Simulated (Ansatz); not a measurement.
The system is BaTiO3.

```
Ba Ti O
1.0
    -2.82767   -1.63255   -2.31773
     2.82767   -4.89766    0.00000
    -2.82767   -1.63255    4.63546
Ba Ti O
2 2 6
Direct
  0.01575 0.99511 0.97326
  0.98425 0.50489 0.52674
  0.50386 0.98954 0.50362
  0.46814 0.51046 0.02438
  0.53055 0.23162 0.73316
  0.48625 0.75828 0.23994
  0.47922 0.75734 0.73348
  0.53758 0.25276 0.23962
  0.99089 0.02893 0.47950
  0.04611 0.47107 0.00370
```

- Program: Ansatz 0.2.0
- Task: relaxation of cell and atoms
- Functional: PBE
- Potentials or basis: Ansatz PAW
- Cutoff: 420 eV (not typed: the program's choice for these potentials)
- k mesh: 7 × 5 × 5
- Occupations: fermi-dirac, width 0.05 eV
- Spin: no spin polarisation

At the start: volume 12.84 Å³/atom.

Task: Where does the relaxation end?

Result: It ends after 10 steps and the volume is 13.38 Å³/atom (+4.2 %); space group R3m (No. 160, to 0.05 Å).

Step by step:
```tsv
step	energy change (eV)	largest force (eV/Å)	volume (Å³)
1	0.0000	3.2293	128.39
2	-0.7393	1.4897	133.00
3	-0.9995	0.2512	133.72
4	-1.0180	0.1214	133.00
5	-1.0175	0.0854	133.63
6	-1.0189	0.0025	133.50
7	-1.0191	0.0007	133.45
8	-1.0403	0.0008	133.45
9	-1.0394	0.0015	133.83
10	-1.0406	0.0015	133.83
```

Final structure:
```xyz
10
Lattice="-2.8777 -1.6614 -2.3315 2.8636 -4.9597 -0.0001 -2.8933 -1.6702 4.6883" Properties=species:S:1:pos:R:3 pbc="T T T"
Ba   -0.0828   -6.6604    4.6803
Ba   -2.9457   -5.0070    0.0045
Ti   -0.1571   -6.7034    1.2040
Ti   -0.1423   -3.3885   -1.1402
O    -2.8504   -3.2634    2.2782
O     0.0280   -4.9082   -0.0661
O    -1.3879   -5.7964    2.2781
O    -1.3731   -2.4814   -0.0661
O    -4.2514   -2.4544   -0.0099
O     1.5048   -2.4377   -0.0227
```

Caveat: the plane-wave basis is chosen anew once the cell has moved, so the energies of steps on either side of that aren't comparable; the pressure holds a Pulay correction of +0.5 GPa for the finite cutoff.
